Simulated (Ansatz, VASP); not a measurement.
## Au: VASP beside Ansatz

```
Au
1.0
     2.80637    0.00000    0.00000
     0.00000    2.80637    0.00000
     0.00000    0.00000    2.80637
Au
1
Direct
  0.00000 0.00000 0.00000
```

Alike in both runs: task single point; functional revPBE; k mesh 13 × 13 × 13; occupations fermi-dirac, width 0.1 eV; no spin polarisation.

|  | VASP | Ansatz |
| --- | --- | --- |
| version | VASP 6.6.1 | Ansatz 0.2.0 |
| potentials or method | VASP PAW PBE potentials, release 64 (Au) | plane waves (420 eV) with PAW, scalar-relativistic |
| plane-wave cutoff (eV) | 520 | 420 |
| valence electrons in the cell | 11 | 19 |

VASP gave:

- pressure (GPa): -3.4

**Question.** What did Ansatz give for the same quantities?

**Answer.** Pressure (GPa): -3.3.

The two sets of potentials don't hold the same shells in valence.

Caveats: the PAW data sets were made with another functional, which shifts forces and pressure a little (VASP). The runs have no spin-orbit coupling, so splittings on Au are missing.
